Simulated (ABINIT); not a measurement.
# CdSe (F-43m) in ABINIT: settings compared, part 2 of 2

ABINIT 10.8.3 (patched build). The steps go on from the part before.

## (3) Single point, revPBE

run.abi

```
# Pseudopotentials
pp_dirpath "./"
pseudos "Cd.GGA_PBE-JTH.xml, Se.GGA_PBE-JTH.xml"

# Structure
acell 3*1.0
rprim
     0.0000000000     5.8019716937     5.8019716937
     5.8019716937     0.0000000000     5.8019716937
     5.8019716937     5.8019716937     0.0000000000
ntypat 2
znucl 48 34
natom 2
typat 1 2
xred
     0.0000000000     0.0000000000     0.0000000000
     0.2500000000     0.2500000000     0.2500000000

# Plane-wave basis
ecut 26.0
pawecutdg 48.0
pawxcdev 0

# k points
kptopt 1
ngkpt 8 8 8
nshiftk 1
shiftk 0.0 0.0 0.0

# Exchange and correlation
ixc 14

# Bands and occupations
nband 13
occopt 3
tsmear 0.05 eV

# SCF cycle
nstep 100
tolvrs 1.0e-9

# Output
iomode 3
prtwf 0
prtden 0
prteig 0
prtebands 0
enunit 2
```

Potentials or basis: JTH PAW PBE v2.0.

On the command line:

```sh
> abinit run.abi > log 2>&1
```

It took 41 s on 1 thread of Arm Neoverse V1, shared host; peak memory 0.16 GiB.

It converged, with:

| Quantity | Value |
| --- | --- |
| Free energy | -1553.8815 eV |
| Pressure | 2.6 GPa |
| Band gap on the k mesh | 0.67 eV, direct |
| Valence electrons inside the program's atomic spheres | Cd 10.43; Se 3.96 |

Levels at points of the mesh, in eV from the valence-band top:
| k point | band 6 | band 7 | band 8 | band 9 | band 10 | band 11 | band 12 | band 13 |
| --- | --- | --- | --- | --- | --- | --- | --- | --- |
| (0.00, 0.00, 0.00) | -7.51 | 0.00 | 0.00 | 0.00 | 0.67 | 5.99 | 5.99 | 5.99 |
| (0.50, 0.00, 0.00) | -7.23 | -4.18 | -0.71 | -0.71 | 2.45 | 6.51 | 6.51 | 7.48 |
| (0.50, 0.50, 0.00) | -7.16 | -3.92 | -1.74 | -1.74 | 3.33 | 3.80 | 9.11 | 10.14 |

Caveat: the PAW data sets were made with another functional, which shifts forces and pressure a little.

## (4) Single point, PW91

Edit run.abi of step 3 so:

```diff
@@ -30,3 +30,3 @@
 # Exchange and correlation
-ixc 14
+ixc -109134
```

Potentials or basis: JTH PAW PBE v2.0.

On the command line:

```sh
> abinit run.abi > log 2>&1
```

run.abo:

```text
.Version 10.8.3 of ABINIT
 Symmetries : space group F-4 3 m (#216); Bravais cF (face-center cubic)
================================================================================
 Values of the parameters that define the memory need of the present run
     intxc =       0    ionmov =       0      iscf =      17    lmnmax =      18
     lnmax =       6     mgfft =      40  mpssoang =       3    mqgrid =    3001
     natom =       2  nloc_mem =       2    nspden =       1   nspinor =       1
    nsppol =       1      nsym =      24    n1xccc =       1    ntypat =       2
    occopt =       3   xclevel =       2
       mpw =        2502          nfft =       64000          nkpt =          29
 PAW method is used; the additional fine FFT grid is defined by:
   mgfftf=        54    nfftf =    157464
================================================================================
================================================================================

--------------------------------------------------------------------------------
------------- Echo of variables that govern the present computation ------------
--------------------------------------------------------------------------------
 -outvars: echo values of preprocessed input variables --------
            acell      1.0000000000E+00  1.0000000000E+00  1.0000000000E+00 Bohr
              amu      1.12411000E+02  7.89600000E+01
             ecut      2.60000000E+01 Hartree
           enunit           2
              ixc     -109134
         kptrlatt        8    0    0      0    8    0      0    0    8
          kptrlen      6.56418165E+01
            natom           2
[... 214 lines left out ...]
internal            : -5.72498672726947E+01
'-kT*entropy'       : -1.36222243154980E-06
total_energy_dc     : -5.72498686349171E+01
total_energy_dc_eV  : -1.55784828795640E+03
...

--- !EnergyTermsWithPAWCore
iteration_state     : {dtset: 1, }
comment             : 'Components of total free energy, including PAW core contributions'
Total energy        : -8.02618890634621E+03
Total energy DC     : -8.02618890420677E+03
Total energy (eV)   : -2.18403726413795E+05
Total energy DC (eV): -2.18403726355577E+05
...

 Cartesian components of stress tensor (hartree/bohr^3)
  sigma(1 1)= -3.34836067E-05  sigma(3 2)=  0.00000000E+00
  sigma(2 2)= -3.34836067E-05  sigma(3 1)=  0.00000000E+00
  sigma(3 3)= -3.34836067E-05  sigma(2 1)=  0.00000000E+00

-Cartesian components of stress tensor (GPa)         [Pressure=  9.8512E-01 GPa]
- sigma(1 1)= -9.85121720E-01  sigma(3 2)=  0.00000000E+00
- sigma(2 2)= -9.85121720E-01  sigma(3 1)=  0.00000000E+00
- sigma(3 3)= -9.85121720E-01  sigma(2 1)=  0.00000000E+00

== END DATASET(S) ==============================================================
================================================================================

 -outvars: echo values of variables after computation  --------
            acell      1.0000000000E+00  1.0000000000E+00  1.0000000000E+00 Bohr
           etotal     -5.7249868635E+01
            fcart      2.1754284836E-30 -7.2514282787E-31 -7.2514282787E-31
                      -2.1754284836E-30  7.2514282787E-31  7.2514282787E-31
            rprim      0.0000000000E+00  5.8019716937E+00  5.8019716937E+00
                       5.8019716937E+00  0.0000000000E+00  5.8019716937E+00
                       5.8019716937E+00  5.8019716937E+00  0.0000000000E+00
           strten     -3.3483606674E-05 -3.3483606674E-05 -3.3483606674E-05
                       0.0000000000E+00  0.0000000000E+00  0.0000000000E+00
           xangst      0.0000000000E+00  0.0000000000E+00  0.0000000000E+00
                       1.5351355983E+00  1.5351355983E+00  1.5351355983E+00
             xred      0.0000000000E+00  0.0000000000E+00  0.0000000000E+00
                       2.5000000000E-01  2.5000000000E-01  2.5000000000E-01
 Calculation completed.
```

It took 43 s on 1 thread of Arm Neoverse V1, shared host; peak memory 0.16 GiB.

Results:

- Free energy: -1557.8483 eV
- Pressure: 1.0 GPa
- Band gap on the k mesh: 0.50 eV, direct
- Valence electrons inside the program's atomic spheres: Cd 10.44; Se 3.96

Caveat: the PAW data sets were made with another functional, which shifts forces and pressure a little. A hybrid or GW would open this gap; PW91 tends to underestimate it.

## (5) The runs side by side

| level | gap on the mesh (eV) | pressure (GPa) |
| --- | --- | --- |
| SCAN | 0.83 | -1.1 |
| revPBE | 0.67 | 2.6 |
| PW91 | 0.50 | 1.0 |

Alike in all rows: task single point; potentials or basis JTH PAW PBE v2.0; no spin polarisation; cell as given; k mesh 8 × 8 × 8; cutoff (eV) 707; smearing fermi-dirac 0.05 eV.

On the cell as given the gap runs from 0.50 eV (PW91) to 0.83 eV (SCAN). The pressure there spans -1.1 GPa (SCAN) to 2.6 GPa (revPBE); a positive pressure means that this level wants a larger cell, a negative one a smaller.

Caveats: the PAW data sets were made with another functional, which shifts forces and pressure a little; totals of a meta-GGA on PAW files have another zero than those of a GGA (some runs).

Absolute energies hang on the potentials; compare differences alone.
